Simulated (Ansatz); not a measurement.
Write the native input for Ansatz 0.2.0 that does the following.

| Property | Result |
| --- | --- |
| Task | relaxation of cell and atoms |
| Functional | r2SCAN |
| Potentials or basis | Ansatz PAW |
| Cutoff | 500 eV (not typed: the program's choice for these potentials) |
| k mesh | 8 × 8 × 8 |
| Occupations | fermi-dirac, width 0.05 eV |
| Spin | no spin polarisation |

Crystal: Ge.

```
CELL_PARAMETERS angstrom
0.00000 2.82891 2.82891
2.82891 0.00000 2.82891
2.82891 2.82891 0.00000
ATOMIC_POSITIONS crystal
Ge 0.75000 0.75000 0.75000
Ge 0.50000 0.50000 0.50000
```

The input as run:

input.yaml

```yaml
crystal:
  lattice:
    - [0.0, 2.82891, 2.82891]
    - [2.82891, 0.0, 2.82891]
    - [2.82891, 2.82891, 0.0]
  atoms:
    - { symbol: Ge, position: [0.75, 0.75, 0.75] }
    - { symbol: Ge, position: [0.5, 0.5, 0.5] }
hamiltonian:
  xc: r2scan
  pseudopotentials: { kind: paw }
kpoints:
  mp_grid: { grid: [8, 8, 8] }
scf:
  occupations: { method: fermi_dirac, width: 0.05 }
output:
  forces: true
  stress: true
  write_density: true
  write_potential: true
  elf: true
  volumetric_format: npy
relax:
  f_tol: 0.01
  max_steps: 40
  cell: { stress_tol: 0.05 }
```

Potentials or basis: Ansatz PAW.

Run with:

```sh
$ ansatz run input.yaml --threads 2 --pin off --max-ram 5120MiB --backend cpu --events-out ev --progress --plain --runs-dir out
```

Results of the run:

| Item | Value |
| --- | --- |
| Relaxed volume | 22.83 Å³/atom |
| Relaxed cell | a = 4.012 Å, b = 4.012 Å, c = 4.012 Å, α = 60.00°, β = 60.00°, γ = 60.00° |
| Space group after relaxing (to 0.05 Å) | Fd-3m (No. 227) |
| Energy gained by relaxing | 0.4 meV/atom |
| Ionic steps | 4 |
| Pressure after relaxing | 0.0 GPa |
| Band gap on the k mesh | 0.36 eV, direct |

Caveat: the plane-wave basis is chosen anew once the cell has moved, so the energies of steps on either side of that aren't comparable; the PAW data sets come from PBE, with cores solved anew for the run's functional, which leaves a small shift of forces and pressure.

It took 5 s on 2 threads of Arm Neoverse V2, on a shared host, peak memory 0.44 GiB.
